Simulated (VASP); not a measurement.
Here is a VASP 6.6.1 calculation.

File INCAR:

```
SYSTEM = Co
ALGO = Normal ; DIPOL = 0.5 0.5 0.500
EDIFF = 1E-6 ; ENCUT = 520
IDIPOL = 3 ; ISIF = 2
ISMEAR = -1 ; ISPIN = 2
LASPH = .True. ; LCHARG = .False.
LDIPOL = .True. ; LMAXMIX = 4
LMIXTAU = .True. ; LORBIT = 11
LREAL = .False. ; LWAVE = .False.
MAGMOM = 2 -2 2 -2 2 -2 ; METAGGA = R2SCAN
NBANDS = 40 ; NELM = 100
PREC = Accurate ; SIGMA = 0.05
```

KPOINTS

```
k-points
0
Gamma
  9 9 1
  0 0 0
```

POSCAR

```
Co
1.0
    2.4705617809      0.0000000000      0.0000000000
   -1.2352808904      2.1395692639      0.0000000000
    0.0000000000      0.0000000000     25.1102922500
Co
6
Direct
    0.6666666700      0.3333333400      0.2986823063
    0.0000000000      0.0000000000      0.3792093838
    0.3333333300      0.6666666600      0.4597364613
    0.0000000000      0.0000000000      0.5402635387
    0.6666666700      0.3333333400      0.6207906162
    0.0000000000      0.0000000000      0.7013176937
```

Potentials or basis: VASP PAW PBE potentials, release 64 (Co).

The run is started by

```sh
$ cat potpaw_PBE.64/Co/POTCAR > POTCAR
$ mpirun -np 1 vasp_std > vasp.out
```

(1) Estimate the largest force.

(2) What does it give for the net moment?

Results:

(1) 0.628 eV/Å.

(2) 0.06 μB per cell.

Caveat: the PAW data sets were made with another functional, which shifts forces and pressure a little.
